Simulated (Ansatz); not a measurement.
# HfN: which structure wins at one pressure

Which of rocksalt, CsCl, WC, NiAs, zincblende has the lowest enthalpy for HfN at one common pressure? Methods of the runs shown: LAPW. Companion runs by PAW are cited.

Program: Ansatz 0.2.0. Level of theory: DFT, PBE, all-electron LAPW, scalar-relativistic. These are calculated values, not measurements.

### Step 1. The starting structure

The structure is cubic, space group Fm-3m (No. 225). Conventional cell: a = 4.548 Å, b = 4.548 Å, c = 4.548 Å, α = 90.00°, β = 90.00°, γ = 90.00°. Hf (site symmetry m-3m) has 6 N at 2.27 Å as nearest neighbours. N (site symmetry m-3m) is surrounded by 6 Hf at 2.27 Å.

As a file:

```cif
data_structure
_symmetry_space_group_name_H-M 'Fm-3m'
_symmetry_Int_Tables_number 225
_cell_length_a 4.5478
_cell_length_b 4.5478
_cell_length_c 4.5478
_cell_angle_alpha 90.000
_cell_angle_beta 90.000
_cell_angle_gamma 90.000
_cell_volume 94.06
loop_
_atom_site_label
_atom_site_type_symbol
_atom_site_symmetry_multiplicity
_atom_site_Wyckoff_symbol
_atom_site_fract_x
_atom_site_fract_y
_atom_site_fract_z
_atom_site_occupancy
Hf1 Hf 4 a 0.00000 0.00000 0.00000 1
N1 N 4 b 0.50000 0.00000 0.00000 1
```

The file gives the conventional cell by its symmetry; the runs use the cell typed in the input.

Atoms are numbered in the order of the input: Hf1, N2.

### Step 2. Rocksalt relaxed under pressure, LAPW

input.yaml reads:

```yaml
crystal:
  lattice:
    - [0.0, 2.2739055545, 2.2739055545]
    - [2.2739055545, 0.0, 2.2739055545]
    - [2.2739055545, 2.2739055545, 0.0]
  atoms:
    - { symbol: Hf, position: [0.0, 0.0, 0.0] }
    - { symbol: "N", position: [0.5, 0.5, 0.5] }
kpoints:
  mp_grid: { grid: [15, 15, 15] }
scf:
  occupations: { method: fermi_dirac, width: 0.05 }
hamiltonian:
  xc: pbe
  pseudopotentials: { kind: all_electron, lapw: { basis_error: 0.0005 } }
output:
  forces: true
  stress: true
  eigenvalues: true
relax:
  f_tol: 0.005
  max_steps: 12
  cell: { p_target: 0.0059, stress_tol: 0.03 }
```

On the command line:

```console
$ ansatz run input.yaml --threads 1 --pin off --max-ram 3584MiB --backend cpu --events-out ev --progress --plain --runs-dir out
```

Log, shortened:

```text
[...]
LAPW: plane waves up to 10.120 Å⁻¹, error target 5.0e-4 eV per atom; small_component_spin mean_spin; N in spheres of 0.931 Å, 7 of its electrons in bands, Dirac shells []; Hf in spheres of 1.275 Å, 44 of its electrons in bands, Dirac shells []
[...]
Pseudopotentials: kind: all_electron
Pseudopotential: Hf, LAPW, valence charge 44, Koelling and Harmon's equation, gaussian nucleus
Pseudopotential: N, LAPW, valence charge 7, Koelling and Harmon's equation, gaussian nucleus
Functional definition: PBE
[...]
Crystal: 2 atoms, lattice volume = 23.515 Å³
Basis set: ecut = 390.1720407698013 eV, 411 PW (Γ), exchange–correlation at level 2
Bands: 31, of which v1, the nominal top of the filled ones, is band 26 counted from 1 (25 counted from 0)
Symmetry: 48 space group operations
Space group: Fm-3m (ITA 225), of the structure as read, at distance tolerance 2.9e-5 Å
k-points: 120 of 3375
[...]
SCF iter   1: F=—  HF=-411745.650871 eV  |F-HF|=—  |Δ(HF+E_count)|=         —  Δρ=1.26e-1  dr2=4.93e0  ethr=9.67e-3  ⟨swp⟩=2.0  Hψ=23137  notcnv=0
[...]
the basis was enlarged: its passes take 427.0 KiB over the memory plan, 1 of 1 planned eigensolver slots
[...]
relax step   1: F+E_penalty+E_count = -411743.70331153 eV  Δ(F+E_penalty+E_count) = +0.000e0 eV  max|allowed force component| = 7.100e-30 eV/Å  Δτ_max = 0.0000 Å  P = +0.062 GPa  Ω = 23.515 Å³  (10 SCF iters, accepted)
[...]
relax step   4: F+E_penalty+E_count = -411743.70331260 eV  Δ(F+E_penalty+E_count) = -2.503e-9 eV  max|allowed force component| = 1.265e-30 eV/Å  Δτ_max = 0.0000 Å  P = +0.006 GPa  Ω = 23.520 Å³  stress off target by 4.01e-5 GPa  SCF on the basis re-selected at this cell (its energy is not [...]
SCF converged after 2 iterations
Free energy (F): -411743.703313 eV
[...]
E sigma→0 (E₀):  -411743.700760 eV
Entropy (-TS):   -0.005106 eV (-2.553 meV/atom)
Fermi energy:    23.776160 eV
[...]
--- Forces (eV/Å), atoms counted from 1 ---
  atom   1  Hf     0.00000000    -0.00000000     0.00000000
  atom   2  N      0.00000000     0.00000000    -0.00000000
[...]
--- Stress (GPa, compression-positive) ---
        0.005860      -0.000000      -0.000000
       -0.000000       0.005860      -0.000000
       -0.000000      -0.000000       0.005860
  P = ⅓ Tr σ = 0.0059 GPa (0.059 kbar)
--- Band table (eV; the first three rows and the last of 120) ---
[...]
--- Relaxed structure (3 steps of the walk, 3 accepted, 1 SCFs on fresh bases) ---
  F+E_penalty+E_count = -411743.70331260 eV   max|allowed force component| = 1.265e-30 eV/Å   (the final SCF, on the basis selected at the relaxed cell)
  cell:  # Å, volume = 23.5201 Å³
    - [7.897826650988165e-34, 2.274067007625275, 2.274067007625275]
    - [2.274067007625275, 2.8024546180925743e-33, 2.274067007625275]
    - [2.274067007625275, 2.274067007625275, 3.592237283191391e-33]
  atoms:
    - { symbol: Hf, position: [-1.1248821228860795e-35, 1.0807690984591593e-35, 5.95525829762894e-36] }
    - { symbol: N, position: [0.5, 0.5, 0.5] }
```

Wall time 42 s (1 thread of Intel Xeon 6975P-C (Granite Rapids), shared host); peak memory 0.64 GiB.

Relaxation path:

```csv
step,energy from step 1 (eV/cell),largest force component (eV/Å),pressure (GPa),volume (Å³)
1,0.0000,0.0000,0.06,23.52
2,0.0000,0.0000,-0.02,23.52
3,0.0000,0.0000,0.01,23.52
4,0.0000,0.0000,0.01,23.52
```

Step 1 is the start. Step 4 repeats the geometry before on a plane-wave basis chosen anew for that cell, so the energy can jump there without any move; the table keeps such jumps.

| input's cell | before | after | change |
| --- | --- | --- | --- |
| a (Å) | 3.216 | 3.216 | +0.0 % |
| b (Å) | 3.216 | 3.216 | +0.0 % |
| c (Å) | 3.216 | 3.216 | +0.0 % |
| volume (Å³/atom) | 11.76 | 11.76 | +0.0 % |

This run gives: pressure 0.01 GPa; no gap.

### Step 3. CsCl relaxed under pressure, LAPW

input.yaml: that of step 2 with these lines changed.

```diff
@@ -2,5 +2,5 @@
   lattice:
-    - [0.0, 2.2739055545, 2.2739055545]
-    - [2.2739055545, 0.0, 2.2739055545]
-    - [2.2739055545, 2.2739055545, 0.0]
+    - [2.8252446148, 0.0, 0.0]
+    - [0.0, 2.8252446148, 0.0]
+    - [0.0, 0.0, 2.8252446148]
   atoms:
@@ -9,3 +9,3 @@
 kpoints:
-  mp_grid: { grid: [15, 15, 15] }
+  mp_grid: { grid: [13, 13, 13] }
 scf:
```

On the command line:

```console
$ ansatz run input.yaml --threads 1 --pin off --max-ram 3584MiB --backend cpu --events-out ev --progress --plain --runs-dir out
```

Log, shortened:

```text
[...]
LAPW: plane waves up to 9.323 Å⁻¹, error target 5.0e-4 eV per atom; small_component_spin mean_spin; N in spheres of 1.013 Å, 7 of its electrons in bands, Dirac shells []; Hf in spheres of 1.361 Å, 42 of its electrons in bands, Dirac shells []
[...]
Pseudopotentials: kind: all_electron
Pseudopotential: Hf, LAPW, valence charge 42, Koelling and Harmon's equation, gaussian nucleus
Pseudopotential: N, LAPW, valence charge 7, Koelling and Harmon's equation, gaussian nucleus
Functional definition: PBE
[...]
Crystal: 2 atoms, lattice volume = 22.551 Å³
Basis set: ecut = 331.1620843309953 eV, 305 PW (Γ), exchange–correlation at level 2
Bands: 30, of which v1, the nominal top of the filled ones, is band 25 counted from 1 (24 counted from 0)
Symmetry: 48 space group operations
Space group: Pm-3m (ITA 221), of the structure as read, at distance tolerance 2.8e-5 Å
k-points: 84 of 2197
[...]
--- Forces (eV/Å), atoms counted from 1 ---
  atom   1  Hf     0.00000000     0.00000000    -0.00000000
  atom   2  N     -0.00000000     0.00000000     0.00000000
[...]
--- Stress (GPa, compression-positive) ---
        0.004557      -0.000000       0.000000
       -0.000000       0.004557       0.000000
        0.000000       0.000000       0.004557
  P = ⅓ Tr σ = 0.0046 GPa (0.046 kbar)
--- Band table (eV; the first three rows and the last of 84) ---
[...]
--- Relaxed structure (3 steps of the walk, 3 accepted, 1 SCFs on fresh bases) ---
  F+E_penalty+E_count = -411741.72956267 eV   max|allowed force component| = 4.930e-31 eV/Å   (the final SCF, on the basis selected at the relaxed cell)
  cell:  # Å, volume = 22.5639 Å³
    - [2.8257793672028364, -3.209883240645393e-35, -1.6049416203226965e-35]
    - [-1.6049416203226965e-35, 2.8257793672028364, 0.0]
    - [-1.6049416203226965e-35, 0.0, 2.8257793672028364]
  atoms:
    - { symbol: Hf, position: [-2.2190302290268142e-38, -4.4380604578760273e-38, 1.1095151144730431e-38] }
    - { symbol: N, position: [0.5, 0.5, 0.5] }
```

Wall time 25 s (1 thread of Intel Xeon 6975P-C (Granite Rapids), shared host); peak memory 0.49 GiB.

Relaxation path:

| step | energy from step 1 (eV/cell) | largest force component (eV/Å) | pressure (GPa) | volume (Å³) |
| --- | --- | --- | --- | --- |
| 1 | 0.0000 | 0.0000 | 0.14 | 22.55 |
| 2 | 0.0000 | 0.0000 | -0.07 | 22.57 |
| 3 | 0.0000 | 0.0000 | 0.01 | 22.56 |
| 4 | 0.0000 | 0.0000 | 0.00 | 22.56 |

Step 1 is the start. Step 4 repeats the geometry before on a plane-wave basis chosen anew for that cell, so the energy can jump there without any move; the table keeps such jumps.

| input's cell | before | after | change |
| --- | --- | --- | --- |
| a (Å) | 2.825 | 2.826 | +0.0 % |
| b (Å) | 2.825 | 2.826 | +0.0 % |
| c (Å) | 2.825 | 2.826 | +0.0 % |
| volume (Å³/atom) | 11.28 | 11.28 | +0.1 % |

In short: pressure 0.00 GPa; no gap.

### Step 4. WC relaxed under pressure, LAPW

input.yaml reads:

```yaml
crystal:
  lattice:
    - [3.1000074843, 0.0, 0.0]
    - [-1.5500037422, 2.6846852334, 0.0]
    - [0.0, 0.0, 2.9116892527]
  atoms:
    - { symbol: Hf, position: [0.0, 0.0, 0.0] }
    - { symbol: "N", position: [0.3333333333, 0.6666666667, 0.5] }
kpoints:
  mp_grid: { grid: [15, 15, 13] }
scf:
  occupations: { method: fermi_dirac, width: 0.05 }
hamiltonian:
  xc: pbe
  pseudopotentials: { kind: all_electron, lapw: { basis_error: 0.0005 } }
output:
  forces: true
  stress: true
  eigenvalues: true
relax:
  f_tol: 0.005
  max_steps: 12
  cell: { p_target: 0.0059, stress_tol: 0.03 }
```

On the command line:

```console
$ ansatz run input.yaml --threads 1 --pin off --max-ram 3584MiB --backend cpu --events-out ev --progress --plain --runs-dir out
```

Log, shortened:

```text
[...]
LAPW: plane waves up to 9.958 Å⁻¹, error target 5.0e-4 eV per atom; small_component_spin mean_spin; N in spheres of 0.947 Å, 7 of its electrons in bands, Dirac shells []; Hf in spheres of 1.291 Å, 42 of its electrons in bands, Dirac shells []
[...]
Pseudopotentials: kind: all_electron
Pseudopotential: Hf, LAPW, valence charge 42, Koelling and Harmon's equation, gaussian nucleus
Pseudopotential: N, LAPW, valence charge 7, Koelling and Harmon's equation, gaussian nucleus
Functional definition: PBE
[...]
Crystal: 2 atoms, lattice volume = 24.233 Å³
Basis set: ecut = 377.7676875283629 eV, 405 PW (Γ), exchange–correlation at level 2
Bands: 30, of which v1, the nominal top of the filled ones, is band 25 counted from 1 (24 counted from 0)
Symmetry: 12 space group operations
Space group: P-6m2 (ITA 187), of the structure as read, at distance tolerance 2.9e-5 Å
[...]
Fermi energy:    21.908750 eV
[...]
--- Forces (eV/Å), atoms counted from 1 ---
  atom   1  Hf     0.00000000     0.00000000     0.00000000
  atom   2  N     -0.00000000     0.00000000     0.00000000
[...]
--- Stress (GPa, compression-positive) ---
        0.014598      -0.000000       0.000000
       -0.000000       0.014598       0.000000
        0.000000       0.000000      -0.009283
  P = ⅓ Tr σ = 0.0066 GPa (0.066 kbar)
--- Band table (eV; the first three rows and the last of 189) ---
[...]
--- Relaxed structure (3 steps of the walk, 3 accepted, 1 SCFs on fresh bases) ---
  F+E_penalty+E_count = -411742.94370697 eV   max|allowed force component| = 1.388e-17 eV/Å   (the final SCF, on the basis selected at the relaxed cell)
  cell:  # Å, volume = 24.2404 Å³
    - [3.1002684079806846, 2.8869958616294416e-11, 0.0]
    - [-1.5501342040153443, 2.6849111998471757, 0.0]
    - [0.0, 0.0, 2.9121335969275726]
  atoms:
    - { symbol: Hf, position: [0.0, -3.700743415524895e-17, 0.0] }
    - { symbol: N, position: [0.3333333333333333, 0.6666666666666666, 0.49999999999999994] }
```

Wall time 92 s (1 thread of Intel Xeon 6975P-C (Granite Rapids), shared host); peak memory 0.69 GiB.

The steps of the relaxation:

| step | energy from step 1 (eV/cell) | largest force component (eV/Å) | pressure (GPa) | volume (Å³) |
| --- | --- | --- | --- | --- |
| 1 | 0.0000 | 0.0000 | 0.08 | 24.23 |
| 2 | 0.0000 | 0.0000 | -0.04 | 24.24 |
| 3 | 0.0000 | 0.0000 | 0.01 | 24.24 |
| 4 | 0.0000 | 0.0000 | 0.01 | 24.24 |

Step 1 is the start. Step 4 repeats the geometry before on a plane-wave basis chosen anew for that cell, so the energy can jump there without any move; the table keeps such jumps.

| input's cell | before | after | change |
| --- | --- | --- | --- |
| a (Å) | 3.100 | 3.100 | +0.0 % |
| b (Å) | 3.100 | 3.100 | +0.0 % |
| c (Å) | 2.912 | 2.912 | +0.0 % |
| volume (Å³/atom) | 12.12 | 12.12 | +0.0 % |

Result: pressure 0.01 GPa; no gap.

### Step 5. NiAs at the cell that PAW relaxed, LAPW

input.yaml reads:

```yaml
crystal:
  lattice:
    - [3.1580519915, 0.0, 0.0]
    - [-1.5790259957, 2.7349532511, 0.0]
    - [0.0, 0.0, 5.6681879018]
  atoms:
    - { symbol: Hf, position: [0.0, 0.0, 0.0] }
    - { symbol: Hf, position: [0.0, 0.0, 0.5] }
    - { symbol: "N", position: [0.3333333333, 0.6666666667, 0.25] }
    - { symbol: "N", position: [0.6666666667, 0.3333333333, 0.75] }
kpoints:
  mp_grid: { grid: [10, 10, 6] }
scf:
  occupations: { method: fermi_dirac, width: 0.05 }
hamiltonian:
  xc: pbe
  pseudopotentials: { kind: all_electron, lapw: { basis_error: 0.0005 } }
output:
  forces: true
  stress: true
  eigenvalues: true
  populations: true
```

On the command line:

```console
$ ansatz run input.yaml --threads 1 --pin off --max-ram 3584MiB --backend cpu --events-out ev --progress --plain --runs-dir out
```

Log, shortened:

```text
Hf: projections on atomic orbitals take those of the free atom 1s2 2s2 2p6 3s2 3p6 3d10 4s2 4p6 4d10 4f14 5s2 5p6 5d2 6s2, of charge +0.00 (hamiltonian.pseudopotentials.projection_atoms)
N: projections on atomic orbitals take those of the free atom 1s2 2s2 2p3, of charge +0.00 (hamiltonian.pseudopotentials.projection_atoms)
LAPW: plane waves up to 9.614 Å⁻¹, error target 5.0e-4 eV per atom; small_component_spin mean_spin; N in spheres of 0.981 Å, 7 of its electrons in bands, Dirac shells []; Hf in spheres of 1.328 Å, 42 of its electrons in bands, Dirac shells []
[...]
Pseudopotentials: kind: all_electron
Pseudopotential: Hf, LAPW, valence charge 42, Koelling and Harmon's equation, gaussian nucleus
Pseudopotential: N, LAPW, valence charge 7, Koelling and Harmon's equation, gaussian nucleus
Functional definition: PBE
[...]
Crystal: 4 atoms, lattice volume = 48.957 Å³
[...]
SCF converged after 10 iterations
Free energy (F): -823486.021095 eV
[...]
E sigma→0 (E₀):  -823486.014674 eV
Entropy (-TS):   -0.012842 eV (-3.210 meV/atom)
Fermi energy:    22.426611 eV
[...]
--- Forces (eV/Å), atoms counted from 1 ---
  atom   1  Hf     0.00000000     0.00000000     0.00000000
  atom   2  Hf    -0.00000000     0.00000000    -0.00000000
  atom   3  N      0.00000000     0.00000000     0.00000000
  atom   4  N     -0.00000000    -0.00000000     0.00000000
[...]
--- Stress (GPa, compression-positive) ---
        0.056385       0.000000       0.000000
        0.000000       0.056385       0.000000
        0.000000       0.000000       0.122524
  P = ⅓ Tr σ = 0.0784 GPa (0.784 kbar)
--- Band table (eV; the first three rows and the last of 56) ---
[...]
--- Löwdin populations: 4 sites ---
  site symbol       q [e]
     0     Hf     71.2303
     1     Hf     71.2303
     2      N      7.7150
     3      N      7.7150
  spilling = 0.000692 (of n_electrons = 158.000000)
```

It took 34 s on 1 thread of Intel Xeon 6975P-C (Granite Rapids), shared host; peak memory 0.71 GiB.

This run gives: pressure 0.08 GPa; no gap.

### Step 6. Zincblende relaxed under pressure, LAPW

input.yaml reads:

```yaml
crystal:
  lattice:
    - [0.0, 2.4577608819, 2.4577608819]
    - [2.4577608819, 0.0, 2.4577608819]
    - [2.4577608819, 2.4577608819, 0.0]
  atoms:
    - { symbol: Hf, position: [0.0, 0.0, 0.0] }
    - { symbol: "N", position: [0.25, 0.25, 0.25] }
kpoints:
  mp_grid: { grid: [14, 14, 14] }
scf:
  occupations: { method: fermi_dirac, width: 0.05 }
hamiltonian:
  xc: pbe
  pseudopotentials: { kind: all_electron, lapw: { basis_error: 0.0005 } }
output:
  forces: true
  stress: true
  eigenvalues: true
relax:
  f_tol: 0.005
  max_steps: 12
  cell: { p_target: 0.0059, stress_tol: 0.03 }
```

On the command line:

```console
$ ansatz run input.yaml --threads 1 --pin off --max-ram 3584MiB --backend cpu --events-out ev --progress --plain --runs-dir out
```

Log, shortened:

```text
[...]
LAPW: plane waves up to 10.885 Å⁻¹, error target 5.0e-4 eV per atom; small_component_spin mean_spin; N in spheres of 0.863 Å, 7 of its electrons in bands, Dirac shells []; Hf in spheres of 1.202 Å, 44 of its electrons in bands, Dirac shells []
[...]
Pseudopotentials: kind: all_electron
Pseudopotential: Hf, LAPW, valence charge 44, Koelling and Harmon's equation, gaussian nucleus
Pseudopotential: N, LAPW, valence charge 7, Koelling and Harmon's equation, gaussian nucleus
Functional definition: PBE
[...]
Crystal: 2 atoms, lattice volume = 29.693 Å³
Basis set: ecut = 451.4305312059701 eV, 645 PW (Γ), exchange–correlation at level 2
Bands: 31, of which v1, the nominal top of the filled ones, is band 26 counted from 1 (25 counted from 0)
Symmetry: 24 space group operations
Space group: F-43m (ITA 216), of the structure as read, at distance tolerance 3.1e-5 Å
[...]
  atom   1  Hf    -0.00000000    -0.00000000    -0.00000000
  atom   2  N      0.00000000     0.00000000     0.00000000
[...]
--- Stress (GPa, compression-positive) ---
       -0.003897       0.000000      -0.000000
        0.000000      -0.003897       0.000000
       -0.000000       0.000000      -0.003897
  P = ⅓ Tr σ = -0.0039 GPa (-0.039 kbar)
--- Band table (eV; the first three rows and the last of 104) ---
[...]
--- Relaxed structure (2 steps of the walk, 2 accepted, 1 SCFs on fresh bases) ---
  F+E_penalty+E_count = -411743.20970203 eV   max|allowed force component| = 3.423e-16 eV/Å   (the final SCF, on the basis selected at the relaxed cell)
  cell:  # Å, volume = 29.6987 Å³
    - [2.86614676850377e-35, 2.457927550459716, 2.457927550459716]
    - [2.457927550459716, 1.156012529963187e-33, 2.457927550459716]
    - [2.457927550459716, 2.457927550459716, 1.1146126321959104e-33]
  atoms:
    - { symbol: Hf, position: [-4.893491208142093e-34, 3.1711782057768196e-34, 5.1873455592565475e-34] }
    - { symbol: N, position: [0.25, 0.25, 0.25] }
```

Run time: 59 s. Hardware: 1 thread of Intel Xeon 6975P-C (Granite Rapids), shared host; peak memory 0.58 GiB.

Relaxation path:

| step | energy from step 1 (eV/cell) | largest force component (eV/Å) | pressure (GPa) | volume (Å³) |
| --- | --- | --- | --- | --- |
| 1 | 0.0000 | 0.0000 | 0.04 | 29.69 |
| 2 | 0.0000 | 0.0000 | 0.00 | 29.70 |
| 3 | 0.0000 | 0.0000 | 0.00 | 29.70 |

Step 1 is the start. Step 3 repeats the geometry before on a plane-wave basis chosen anew for that cell, so the energy can jump there without any move; the table keeps such jumps.

| input's cell | before | after | change |
| --- | --- | --- | --- |
| a (Å) | 3.476 | 3.476 | +0.0 % |
| b (Å) | 3.476 | 3.476 | +0.0 % |
| c (Å) | 3.476 | 3.476 | +0.0 % |
| volume (Å³/atom) | 14.85 | 14.85 | +0.0 % |

This run gives: pressure 0.00 GPa; no gap.

### Step 7. Side by side

Rows by PAW come from runs of the same series that aren't printed here.

Enthalpy per atom, H = F + pV at p = 0.0059 GPa, from each method's lowest phase:

```
             method       start  space group, start → end  volume (Å³/atom)  pressure (GPa)  enthalpy (meV/atom)
               LAPW    rocksalt             Fm-3m → Fm-3m            11.760             0.0                  0.0
               LAPW        CsCl             Pm-3m → Pm-3m            11.282             0.0                986.9
               LAPW          WC             P-6m2 → P-6m2            12.120             0.0                379.8
LAPW, at PAW's cell        NiAs                  P6_3/mmc            12.239             0.1                346.4
               LAPW  zincblende             F-43m → F-43m            14.849             0.0                246.9
                PAW    rocksalt             Fm-3m → Fm-3m            11.758             0.0                  0.0
                PAW        CsCl             Pm-3m → Pm-3m            11.276             0.0                987.0
                PAW          WC             P-6m2 → P-6m2            12.116             0.0                380.0
                PAW        NiAs       P6_3/mmc → P6_3/mmc            12.239             0.0                346.4
                PAW  zincblende             F-43m → F-43m            14.846             0.0                247.5
```

### Step 8. Summary of results

```
     quantity                                      value
     pressure                                 0.0059 GPa
lowest (LAPW)  rocksalt, 246.9 meV/atom under zincblende
 lowest (PAW)  rocksalt, 247.5 meV/atom under zincblende
```

In words: By LAPW the order is rocksalt < zincblende < NiAs < WC < CsCl. By PAW the order is rocksalt < zincblende < NiAs < WC < CsCl. The methods agree on the lowest phase. Only these structures were tried, with electrons smeared by 0.05 eV and without vibrations, so the true ground state may be another. The k meshes differ between phases and weren't tested, which can move differences by some meV. Spin-orbit coupling is left out, though the cell holds Hf; in elements this heavy it can shift bands and gaps by tenths of an eV. HfN has an odd count of electrons, so a run without spin can force a false metal and spoil its energy.
